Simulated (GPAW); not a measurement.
The system is CsBr.

```xyz
2
Lattice="4.3256 0.0000 0.0000 0.0000 4.3256 0.0000 0.0000 0.0000 4.3256" Properties=species:S:1:pos:R:3 pbc="T T T"
Cs    0.0000    0.0000    0.0000
Br    2.1628    2.1628    2.1628
```

The cell comes from a database or a generator and needn't be the stable form of this composition.

| Quantity | Value |
| --- | --- |
| Program | GPAW 26.7.0 |
| Task | single point |
| Functional | PBE |
| Potentials or basis | GPAW PAW data sets (gpaw-data 1.2.1) |
| Cutoff | 600 eV |
| Basis | pw |
| k mesh | 6 × 6 × 6 |
| Occupations | fermi-dirac, width 0.05 eV |
| Spin | no spin polarisation |

On this cell: pressure 0.6 GPa; largest force zero by symmetry; band gap on the k mesh 4.42 eV, indirect (least direct gap 4.43 eV).

The same run follows on a disturbed copy (atoms moved at random, drawn with an rms of 0.05 Å):

```xyz
2
Lattice="4.3256 0.0000 0.0000 0.0000 4.3256 0.0000 0.0000 0.0000 4.3256" Properties=species:S:1:pos:R:3 pbc="T T T"
Cs    0.0586   -0.0119    0.0051
Br    2.1945    2.1619    2.1507
```

Task: What changes?

Result: The energy moves by +0.2 meV/atom; pressure 0.7 GPa; largest force 0.026 eV/Å; band gap on the k mesh 4.42 eV, indirect (least direct gap 4.43 eV).

Forces in eV/Å, atoms in the order of the input:
```
Cs  -0.020  0.008 -0.013
Br   0.020 -0.008  0.013
```

Caveats: spin-orbit coupling is left out, which moves the levels of the heavy elements.

